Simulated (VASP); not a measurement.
**GaN: single point with PBEsol**

**Experimental background.**

From “Studying electronic properties in GaN without electrical contacts using γ-γ vs e−-γ Perturbed Angular Correlations”, 2019, pmc:6823545, for a bulk crystal of GaN: band gap 3.503 ± 0.005 eV (direct).

GaN:

```
CELL_PARAMETERS angstrom
3.18000 0.00000 0.00000
-1.59000 2.75396 0.00000
0.00000 0.00000 5.16600
ATOMIC_POSITIONS crystal
Ga 0.66667 0.33333 0.50000
Ga 0.33333 0.66667 0.00000
N 0.66667 0.33333 0.87500
N 0.33333 0.66667 0.37500
```

```yaml
Program: VASP 6.6.1
Task: single point
Functional: PBEsol
Potentials_or_basis: VASP PAW PBE potentials, release 64 (Ga_d, N)
Cutoff: 520 eV
k_mesh: 10 × 10 × 5
Occupations: fermi-dirac, width 0.05 eV
Spin: no spin polarisation
Ladder: free
Further_INCAR_settings: ALGO = Normal; EDIFF = 1e-07; NBANDS = 26
```

| Property | Result |
| --- | --- |
| Pressure | 0.8 GPa |
| Largest force | 0.131 eV/Å |
| Band gap on the k mesh | 1.93 eV, direct |

Forces in eV/Å, atoms in the order of the input:
```
Ga   0.000  0.000 -0.131
Ga   0.000  0.000 -0.131
N    0.000  0.000  0.131
N    0.000  0.000  0.131
```

Stress tensor (GPa, compression positive):
```
0.11 0.00 0.00
0.00 0.11 0.00
0.00 0.00 2.23
```

Levels at points of the mesh, in eV from the valence-band top:
```csv
k point,band 16,band 17,band 18,band 19,band 20,band 21
"(0.00, 0.00, 0.00)",-0.06,0.00,0.00,1.93,4.23,9.16
"(0.50, 0.00, 0.00)",-2.82,-2.31,-1.00,4.94,5.54,5.97
```

Wall time 36 s on 1 thread of Intel(R) Xeon(R) Platinum 8488C (Sapphire Rapids) (shared host), peak memory 0.18 GiB.

A measured gap of GaN is 3.503 eV (direct; quoted in “Studying electronic properties in GaN without electrical contacts using γ-γ vs e−-γ Perturbed Angular Correlations”, 2019, pmc:6823545); the calculated 1.93 eV misses it by -1.58 eV. Spin-orbit coupling on Ga is left out. The value is that of PBEsol, without temperature or zero-point motion. Semilocal functionals fall short of measured gaps as a rule.

Caveat: the PAW data sets were made with another functional, which shifts forces and pressure a little.
